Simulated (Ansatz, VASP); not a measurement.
## Ca: VASP beside Ansatz

File INCAR:

```
SYSTEM = Ca
ALGO     = Normal         ! electronic algorithm
EDIFF    = 1E-7           ! SCF threshold, eV
ENCUT    = 520            ! plane-wave cutoff, eV
GGA      = PE             ! functional
ISIF     = 2              ! what is computed and relaxed
ISMEAR   = -1             ! smearing method
LASPH    = .True.         ! aspherical terms in the spheres
LCHARG   = .False.        ! write CHGCAR
LREAL    = .False.        ! projectors in reciprocal space
LWAVE    = .False.        ! write WAVECAR
NBANDS   = 11             ! bands
NELM     = 60             ! most SCF steps
PREC     = Accurate       ! precision mode
SIGMA    = 0.05           ! smearing width, eV
```

The input KPOINTS:

```
k-points
0
Gamma
  8 8 8
  0 0 0
```

File POSCAR:

```
Ca
1.0
    3.5117606977      0.0000000000      0.0000000000
    0.0000000000      3.5117606977      0.0000000000
    0.0000000000      0.0000000000      3.5117606977
Ca
1
Direct
    0.0000000000      0.0000000000      0.0000000000
```

Contents of input.yaml:

```yaml
crystal:
  lattice:
    - [3.5117606977, 0.0, 0.0]
    - [0.0, 3.5117606977, 0.0]
    - [0.0, 0.0, 3.5117606977]
  atoms:
    - { symbol: Ca, position: [0.0, 0.0, 0.0] }
hamiltonian:
  xc: pbe
  pseudopotentials: { kind: paw }
kpoints:
  mp_grid: { grid: [8, 8, 8] }
scf:
  occupations: { method: fermi_dirac, width: 0.05 }
output:
  forces: true
  stress: true
  eigenvalues: true
  write_density: true
  write_potential: true
  elf: true
  volumetric_format: npy
```

Change from the starting cell: volume scaled by 1.02.

Alike in both runs: task single point; functional PBE; k mesh 8 × 8 × 8; occupations fermi-dirac, width 0.05 eV; no spin polarisation.

```csv
,VASP,Ansatz
version,VASP 6.6.1,Ansatz 0.2.0
potentials or method,"VASP PAW PBE potentials, release 64 (Ca_sv)",Ansatz PAW
plane-wave cutoff (eV),520,420
valence electrons in the cell,10,10
```

```csv
,VASP,Ansatz,Ansatz less VASP
gap on the k mesh at the Fermi level (eV),none,none,-
pressure (GPa),0.2,0.2,-0.01
```

A gap of «none» marks a metal or a gap that the smearing closes.
